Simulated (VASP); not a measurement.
A run of VASP 6.6.1 is set up as follows.

The input INCAR:

```
  PREC = Accurate
  ENCUT = 520
  EDIFF = 1E-6
  ISMEAR = 0
  SIGMA = 0.011
  LREAL = False
  LASPH = True
  NELM = 80
  ALGO = Normal
  ISIF = 2
  LWAVE = False
  LCHARG = False
  GGA = PE
  NBANDS = 33
```

File KPOINTS:

```
regular mesh
0
Gamma
  6 6 9
```

POSCAR

```
TiO2
1.0
    4.5998373239      0.0000000000      0.0000000000
    0.0000000000      4.5998373239      0.0000000000
    0.0000000000      0.0000000000      2.9592135600
Ti O
2 4
Direct
    0.0000000000      0.0000000000      0.5000000000
    0.5000000000      0.5000000000      0.0000000000
    0.3043213200      0.3043213200      0.5000000000
    0.1956786800      0.8043213200      0.0000000000
    0.8043213200      0.1956786800      0.0000000000
    0.6956786800      0.6956786800      0.5000000000
```

Potentials or basis: VASP PAW PBE potentials, release 64 (Ti_sv, O).

Command:

```sh
$ cat potpaw_PBE.64/Ti_sv/POTCAR potpaw_PBE.64/O/POTCAR > POTCAR
$ mpirun -np 1 vasp_std > vasp.out
```

Estimate the band gap on the k mesh.

1.84 eV, direct.

What does it give for the largest force?

0.021 eV/Å.

What does it give for the pressure?

4.9 GPa.

Forces in eV/Å, atoms in the order of the input:
```
Ti   0.000  0.000  0.000
Ti   0.000  0.000  0.000
O   -0.015 -0.015  0.000
O    0.015 -0.015  0.000
O   -0.015  0.015  0.000
O    0.015  0.015  0.000
```

Caveat: an odd mesh through Γ misses points on the zone boundary, where band edges often lie.

The gap isn't set beside the measured one, since this odd mesh misses points on the zone boundary.
